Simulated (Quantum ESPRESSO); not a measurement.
In, a slab with vacuum:

```xyz
5
Lattice="3.3638 0.0000 0.0000 -1.6819 2.9132 0.0000 0.0000 0.0000 25.7997" Properties=species:S:1:pos:R:3 pbc="T T T"
In    0.0000    0.0000    7.5000
In    0.0000    1.9421   10.1999
In    0.0000    0.0000   12.8999
In    1.6819    0.9711   15.5998
In    0.0000    0.0000   18.2997
```

The slab is cut from a database's or a generator's crystal, which needn't be the stable form of the element.

A sound run:

| Property | Result |
| --- | --- |
| Program | Quantum ESPRESSO 7.5 |
| Task | work function |
| Functional | PBE |
| Potentials or basis | PseudoDojo 0.4.1 SR PBE standard |
| Cutoff | 952 eV |
| Density cutoff | 3810 eV |
| k mesh | 9 × 9 × 1 |
| Occupations | fermi-dirac, width 0.05 eV |
| Spin | no spin polarisation |

It gives largest force 0.116 eV/Å; band gap on the k mesh none (metal or under the smearing width).

Problem. What do these careless settings give instead: cutoff 476 eV in place of 952 eV; density cutoff 1905 eV in place of 3810 eV?

Solution. Largest force 0.154 eV/Å; band gap on the k mesh none (metal or under the smearing width). The run converged, but these numbers show the error of the settings and aren't properties of the slab.
